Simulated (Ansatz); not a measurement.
Au in Ansatz: the effect of functional

Au:

```xyz
2
Lattice="2.8608 0.0000 0.0000 -1.4304 2.4775 0.0000 0.0000 0.0000 4.8140" Properties=species:S:1:pos:R:3 pbc="T T T"
Au    1.4304    0.8258    1.2035
Au    0.0000    1.6517    3.6105
```

This isn't the form of Au at room conditions, which is fcc.

The cell isn't the ideal one: volume scaled by 0.96.

Alike in all runs:

```yaml
Program: Ansatz 0.2.0
Task: single point
Potentials_or_basis: Ansatz PAW
k_mesh: 11 × 11 × 6
Occupations: fermi-dirac, width 0.05 eV
Spin: no spin polarisation
```

Q: One run gave: pressure -0.3 GPa. Which functional did it use?
A. LDA
B. PBEsol
C. r2SCAN

A: B.

```csv
functional,cutoff,pressure (GPa)
LDA,420 eV (not typed: the program's choice for these potentials),-4.9
PBEsol,420 eV (not typed: the program's choice for these potentials),-0.3
r2SCAN,500 eV (not typed: the program's choice for these potentials),4.9
```

Caveats: the PAW data sets come from PBE, with cores solved anew for the run's functional, which leaves a small shift of forces and pressure.
